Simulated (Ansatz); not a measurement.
**ZrO2 from a semilocal functional to hybrids**

```yaml
crystal:
  lattice:
    - [3.59077, 0.00000, 0.00000]
    - [0.00000, 3.59077, 0.00000]
    - [0.00000, 0.00000, 5.19238]
  atoms:
    - { symbol: Zr, position: [0.00000, 0.00000, 0.00000] }
    - { symbol: Zr, position: [0.50000, 0.50000, 0.50000] }
    - { symbol: O, position: [0.00000, 0.50000, 0.20061] }
    - { symbol: O, position: [0.00000, 0.50000, 0.70061] }
    - { symbol: O, position: [0.50000, 0.00000, 0.29939] }
    - { symbol: O, position: [0.50000, 0.00000, 0.79939] }
```

All runs: Ansatz, plane waves and PAW, scalar-relativistic (no spin–orbit coupling), 4×4×4 k-mesh, Gaussian smearing of 0.05 eV, no spin polarisation. Semilocal reference PBE: gap 4.07 eV, pressure 5.9 GPa. The hybrids carry no U.

Question: What gap and pressure does PBE0-type hybrid with an exact-exchange fraction taken as 1/ε∞ give at this geometry?

Answer: Gap 5.79 eV, pressure 1.2 GPa.

Question: And the other functionals?

Answer: 
| functional | gap | pressure (GPa) | cutoff (eV) | core-seconds |
| --- | --- | --- | --- | --- |
| HSE06-type hybrid with a screening parameter of 0.4 Å⁻¹ | 5.22 eV | 0.1 | 420 | 60 |
| PBE0-type hybrid with an exact-exchange fraction taken as 1/ε∞ | 5.79 eV | 1.2 | 420 | 100 |
| CAM-B3LYP | 8.95 eV | 1.6 | 420 | 68 |

In the PBE0 form, going from an exact-exchange fraction of 0.00 to 0.18 opens the gap by 1.72 eV, or 0.95 eV for each tenth. The dielectric-dependent PBE0 form takes the fraction 0.181 = 1/ε∞, that is ε∞ = 5.5. On shared hosts the hybrid runs at the reference's cutoff took roughly 17 to 29 times the core time of the semilocal one on the same mesh, with some more bands.

Caveats: core times come from shared hosts and scatter; functionals with much or all of the long-range exchange (Hartree–Fock, LC-wPBE, CAM-B3LYP) overshoot the gaps of most solids, bar the widest; gaps are read on a coarse mesh; stress loosely converged.
